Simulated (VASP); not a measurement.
Set up this calculation in VASP 6.6.1, as the native input.

| Quantity | Value |
| --- | --- |
| Task | relaxation of cell and atoms |
| Functional | PBE |
| Potentials or basis | VASP PAW PBE potentials, release 64 (Mg, Sn_d, N) |
| Cutoff | 520 eV |
| k mesh | 3 × 3 × 2 |
| Occupations | gaussian, width 0.15 eV |
| Spin | no spin polarisation |
| Further INCAR settings | PREC = Normal; LREAL = Auto; ALGO = Fast; EDIFF = 0.0001; IBRION = 2; EDIFFG = -0.08; NSW = 24; ISIF = 3 |

The structure of MgSn2N2 lies in POSCAR:

```
MgSn2N2
1.0
    4.9874535900      0.0000000000      0.0000000000
   -2.4937268000      4.3192615100      0.0000000000
    0.0000000000      0.0000000000      8.4333320400
Mg Sn N
2 4 4
Direct
    0.3333333300      0.6666666700      0.0000000000
    0.6666666700      0.3333333300      0.0000000000
    0.3333333300      0.6666666700      0.5000000000
    0.6666666700      0.3333333300      0.5000000000
    0.0000000000      0.0000000000      0.2387376000
    0.0000000000      0.0000000000      0.7612624000
    0.3333333300      0.6666666700      0.7425424200
    0.6666666700      0.3333333300      0.7425424200
    0.6666666700      0.3333333300      0.2574575800
    0.3333333300      0.6666666700      0.2574575800
```

The cell was built by a generator and needn't be a form met in nature.

These files were run (other wordings do the same):

INCAR

```
PREC = Normal
ENCUT = 520
EDIFF = 1E-4
ISMEAR = 0
SIGMA = 0.15
LREAL = Auto
LASPH = True
NELM = 60
ALGO = Fast
ISIF = 3
LWAVE = False
LCHARG = False
GGA = PE
IBRION = 2
NSW = 24
EDIFFG = -0.08
```

KPOINTS

```
regular mesh
0
Gamma
  3 3 2
```

Potentials or basis: VASP PAW PBE potentials, release 64 (Mg, Sn_d, N).

Run with:

```sh
$ cat potpaw_PBE.64/Mg/POTCAR potpaw_PBE.64/Sn_d/POTCAR potpaw_PBE.64/N/POTCAR > POTCAR
$ mpirun -np 1 vasp_std > vasp.out
```

It gave:

| Quantity | Value |
| --- | --- |
| Relaxed volume | 19.87 Å³/atom |
| Relaxed cell | a = 5.442 Å, b = 5.442 Å, c = 7.747 Å, α = 90.00°, β = 90.00°, γ = 120.00° |
| Space group after relaxing (to 0.05 Å) | P6/mmm (No. 191) |
| Energy gained by relaxing | 131.0 meV/atom |
| Ionic steps | 16 |
| Pressure after relaxing | -0.4 GPa |
| Largest force after relaxing | 0.063 eV/Å |
| Band gap on the k mesh | none (metal or under the smearing width) |

Caveat: the k mesh is coarse (spacing up to 0.48 Å⁻¹), so the values aren't converged; the relaxation stopped at a loose force limit of 0.08 eV/Å, so its end isn't a converged minimum.

It took 6.3 min on 1 thread of AMD EPYC 7R13 Processor (Zen 3) (shared host), peak memory 0.18 GiB.
